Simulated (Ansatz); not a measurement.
## CrO2: equation of state with PBE

Crystal: CrO2.

```
Cr O
1.0
     1.48997    0.86023    4.78995
    -1.48997    0.86023    4.78995
     0.00000   -1.72047    4.78995
Cr O
1 2
Direct
  0.50000 0.50000 0.50000
  0.23092 0.23092 0.23092
  0.76908 0.76908 0.76908
```

Measurements of this composition are mostly on another form, of space group No. 136.

```yaml
Program: Ansatz 0.2.0
Task: equation of state
Functional: PBE
Potentials_or_basis: Ansatz PAW
Cutoff: 420 eV
Density_cutoff: 1680 eV
k_mesh: 10 × 10 × 10
Occupations: fermi-dirac, width 0.05 eV
Spin: collinear spin, ferromagnetic start
Starting_moments: "[3.0, 0.0, 0.0] μB"
```

| Item | Value |
| --- | --- |
| Equilibrium volume | 11.69 Å³/atom |
| Bulk modulus at fixed shape and positions | 186 GPa |
| Pressure derivative of the bulk modulus | 4.6 |

Energy against volume, from the lowest point:
| volume (Å³/atom) | energy (meV/atom) |
| --- | --- |
| 11.542 | 0.69 |
| 11.788 | 0.00 |
| 12.033 | 4.98 |
| 12.279 | 15.09 |
| 12.524 | 29.74 |
| 12.770 | 48.37 |
| 13.015 | 70.58 |

All runs of the series together: 52 s on 2 threads of Arm Neoverse V1 (shared host).

Caveat: the cell was scaled at fixed shape and fractional positions, which overstates the stiffness of a crystal with free parameters, most of all of layers and chains.
